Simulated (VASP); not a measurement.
# PbS (P-6m2) in VASP: notebook, part 2 of 2

VASP 6.6.1. The steps go on from the part before.

## 5. Single point, PBE

The input, INCAR:

```
SYSTEM = PbS
PREC = Accurate
ENCUT = 600
EDIFF = 1E-6
ISMEAR = 0
SIGMA = 0.05
LREAL = .FALSE.
LASPH = .TRUE.
NELM = 100
ALGO = Normal
ISIF = 2
LWAVE = .FALSE.
LCHARG = .FALSE.
GGA = PE
NBANDS = 12
ADDGRID = .FALSE.
```

The input, KPOINTS:

```
Automatic mesh
0
G
  2 2 2
  0 0 0
```

The input, POSCAR:

```
PbS
1.0
    4.0896976867      0.0000000000      0.0000000000
   -2.0448488433      3.5417820905      0.0000000000
    0.0000000000      0.0000000000      3.7881670000
Pb S
1 1
Direct
    0.0512430000     -0.0024510000     -0.0244300000
    0.6810560000      0.3414810000      0.4970830000
```

Potentials or basis: VASP PAW PBE potentials, release 64 (Pb, S).

Launch:

```sh
$ cat potpaw_PBE.64/Pb/POTCAR potpaw_PBE.64/S/POTCAR > POTCAR
$ mpirun -np 1 vasp_std > vasp.out
```

OUTCAR:

```text
SYSTEM = PbS
   PREC = Accurate
   ENCUT = 600
   EDIFF = 1E-6
   ISMEAR = 0
   LREAL = .FALSE.
   LASPH = .TRUE.
   NELM = 100
   ISIF = 2
   GGA = PE

 Found      8 irreducible k-points:

 Following reciprocal coordinates:
            Coordinates               Weight
  0.000000  0.000000  0.000000      1.000000
  0.500000  0.000000  0.000000      1.000000
  0.000000  0.500000  0.000000      1.000000
  0.500000  0.500000  0.000000      1.000000
  0.000000  0.000000  0.500000      1.000000
  0.500000  0.000000  0.500000      1.000000
   k-points           NKPTS =      8   k-points in BZ     NKDIM =      8   number of bands    NBANDS=     12
   number of dos      NEDOS =    301   number of ions     NIONS =      2
   total plane-waves  NPLWV =  38880
   dimension x,y,z NGX =    36 NGY =   36 NGZ =   30
   dimension x,y,z NGXF=    72 NGYF=   72 NGZF=   60
   ions per type =               1   1
   NGX,Y,Z   is equivalent  to a cutoff of  14.63, 14.63, 13.17 a.u.
   NGXF,Y,Z  is equivalent  to a cutoff of  29.27, 29.27, 26.33 a.u.
 SYSTEM =  PbS
   PREC   = accura    normal or accurate (medium, high low for compatibility)
   ISTART =      0    job   : 0-new  1-cont  2-samecut
   ICHARG =      2    charge: 1-file 2-atom 10-const
   ISPIN  =      1    spin polarized calculation?
   LNONCOLLINEAR =      F non collinear calculations
   LSORBIT =      F    spin-orbit coupling
   LASPH  =      T    aspherical Exc in radial PAW
[... 136 lines left out ...]
 k-point     6 :       0.5000    0.0000    0.5000
  band No.  band energies     occupation
      1      -7.3916      2.00000
      2      -3.5492      2.00000
      3      -0.3938      2.00000
      4      -0.2370      2.00000
      5       2.6559      2.00000
      6       5.9966      0.00000
      7       6.9920      0.00000
      8       7.2105      0.00000
      9      11.9853      0.00000
     10      14.2163      0.00000
     11      16.4452      0.00000
     12      17.0339      0.00000

 [... further k-points ...]

------------------------ aborting loop because EDIFF is reached ----------------------------------------

  FORCE on cell =-STRESS in cart. coord.  units (eV):
  Direction    XX          YY          ZZ          XY          YZ          ZX
  --------------------------------------------------------------------------------------
  -------------------------------------------------------------------------------------
  Total        0.3926812      0.3138453     -0.3584167     -0.3248810     -0.0063232     -0.1470678
  in kB       11.4659104      9.1639791    -10.4654204     -9.4862102     -0.1846317     -4.2942364
  external PRESSURE =       3.3881564 kB  Pullay stress =       0.0000000 kB

 VOLUME and BASIS-vectors are now :
 -----------------------------------------------------------------------------
  energy-cutoff  :      600.00
  volume of cell :       54.87
      direct lattice vectors                 reciprocal lattice vectors
     4.089697687  0.000000000  0.000000000     0.244516851  0.141171870  0.000000000
    -2.044848843  3.541782090  0.000000000     0.000000000  0.282343740  0.000000000
     0.000000000  0.000000000  3.788167000     0.000000000  0.000000000  0.263979914

 POSITION                                       TOTAL-FORCE (eV/Angst)
 -----------------------------------------------------------------------------------
     -1.83027      3.53310      3.69562        -0.347632      0.125236     -0.204566
      2.08704      1.20945      1.88303         0.347632     -0.125236      0.204566
 -----------------------------------------------------------------------------------
    total drift:                               -0.000058      0.000033     -0.000127

  FREE ENERGIE OF THE ION-ELECTRON SYSTEM (eV)
  ---------------------------------------------------
  free  energy   TOTEN  =        -8.2722920379 eV

  energy  without entropy=       -8.2722920379  energy(sigma->0) =       -8.27229204
```

stdout:

```text
POSCAR found type information on POSCAR PbS
 POSCAR found :  2 types and       2 ions
 scaLAPACK will be used
 LDA part: xc-table for (Slater+PW92), standard interpolation
 POSCAR, INCAR and KPOINTS ok, starting setup
 FFT: planning ... GRIDC
 FFT: planning ... GRID_SOFT
 FFT: planning ... GRID
 WAVECAR not read
 entering main loop
```

Run time: 6.6 s. Hardware: 1 thread of Intel Xeon 6975P-C (Granite Rapids), shared host; peak memory 0.19 GiB.

The run converged, but some of its settings lie outside the range that counts as converged, so its numbers aren't taken as properties of the crystal.

What came out:

```
Free energy            : -8.2723 eV
Pressure               : 0.3 GPa
Largest force          : 0.422 eV/Å
Band gap on the k mesh : 0.77 eV, direct
```

Caveat: the k mesh is coarse (spacing up to 0.89 Å⁻¹), so the values aren't converged; spin-orbit coupling is left out, which as a rule narrows the gap of such compounds by several tenths of an eV.

## 6. Single point, PBE

Changes to INCAR since step 5:

```diff
@@ -2,3 +2,3 @@
 PREC = Accurate
-ENCUT = 600
+ENCUT = 200
 EDIFF = 1E-6
```

The input, KPOINTS:

```
Automatic mesh
0
G
  4 4 4
  0 0 0
```

The input, POSCAR:

```
PbS
1.0
    4.0896976867      0.0000000000      0.0000000000
   -2.0448488433      3.5417820905      0.0000000000
    0.0000000000      0.0000000000      3.7881670000
Pb S
1 1
Direct
    0.0000000000      0.0000000000      0.0000000000
    0.6666666667      0.3333333333      0.5000000000
```

Potentials or basis: VASP PAW PBE potentials, release 64 (Pb, S).

Launch:

```sh
$ cat potpaw_PBE.64/Pb/POTCAR potpaw_PBE.64/S/POTCAR > POTCAR
$ mpirun -np 1 vasp_std > vasp.out
```

OUTCAR:

```text
SYSTEM = PbS
   PREC = Accurate
   ENCUT = 200
   EDIFF = 1E-6
   ISMEAR = 0
   LREAL = .FALSE.
   LASPH = .TRUE.
   NELM = 100
   ISIF = 2
   GGA = PE

 Found     12 irreducible k-points:

 Following reciprocal coordinates:
            Coordinates               Weight
  0.000000  0.000000  0.000000      1.000000
  0.250000  0.000000  0.000000      6.000000
  0.500000  0.000000  0.000000      3.000000
  0.250000  0.250000  0.000000      6.000000
  0.000000  0.000000  0.250000      2.000000
  0.250000  0.000000  0.250000     12.000000
   k-points           NKPTS =     12   k-points in BZ     NKDIM =     12   number of bands    NBANDS=     12
[... 172 lines left out ...]
  --------------------------------------------------------------------------------------
  -------------------------------------------------------------------------------------
  Total       -0.9579942     -0.9579942     -0.7289010     -0.0000000     -0.0000000      0.0000000
  in kB      -27.9725021    -27.9725021    -21.2832008     -0.0000000     -0.0000000      0.0000000
  external PRESSURE =     -25.7427350 kB  Pullay stress =       0.0000000 kB

 VOLUME and BASIS-vectors are now :
 -----------------------------------------------------------------------------
  energy-cutoff  :      200.00
  volume of cell :       54.87
      direct lattice vectors                 reciprocal lattice vectors
     4.089697687  0.000000000  0.000000000     0.244516851  0.141171870  0.000000000
    -2.044848843  3.541782090  0.000000000     0.000000000  0.282343740  0.000000000
     0.000000000  0.000000000  3.788167000     0.000000000  0.000000000  0.263979914

 POSITION                                       TOTAL-FORCE (eV/Angst)
 -----------------------------------------------------------------------------------
      0.00000      0.00000      0.00000         0.000000      0.000000      0.000000
      2.04485      1.18059      1.89408        -0.000000      0.000000      0.000000
 -----------------------------------------------------------------------------------
    total drift:                               -0.000001      0.000001      0.000000

  FREE ENERGIE OF THE ION-ELECTRON SYSTEM (eV)
  ---------------------------------------------------
  free  energy   TOTEN  =        -8.5377177217 eV

  energy  without entropy=       -8.5377114220  energy(sigma->0) =       -8.53771457
```

stdout:

```text
POSCAR found type information on POSCAR PbS
 POSCAR found :  2 types and       2 ions
 scaLAPACK will be used
 LDA part: xc-table for (Slater+PW92), standard interpolation
 POSCAR, INCAR and KPOINTS ok, starting setup
 FFT: planning ... GRIDC
 FFT: planning ... GRID_SOFT
 FFT: planning ... GRID
 WAVECAR not read
 entering main loop
```

It took 2.5 s on 1 thread of Intel Xeon 6975P-C (Granite Rapids), shared host; peak memory 0.12 GiB.

The run converged, but a check on its numbers failed (symmetry, net force, bounds or a known fault of this set-up), so they aren't taken as properties of the crystal.

Caveat: the k mesh is coarse (spacing up to 0.44 Å⁻¹), so the values aren't converged; the cutoff lies under the usual one of these potentials, so the numbers hold a large basis-set error; spin-orbit coupling is left out, which as a rule narrows the gap of such compounds by several tenths of an eV.

## 7. For comparison

An earlier run on the cell as given: functional PBE; potentials or basis VASP PAW PBE potentials, release 64 (Pb_d, S); cutoff 520 eV; k mesh 8 × 8 × 7; occupations fermi-dirac, width 0.05 eV; no spin polarisation.

- Pressure: 0.0 GPa
- Band gap on the k mesh: 0.21 eV, indirect (least direct gap 1.65 eV)
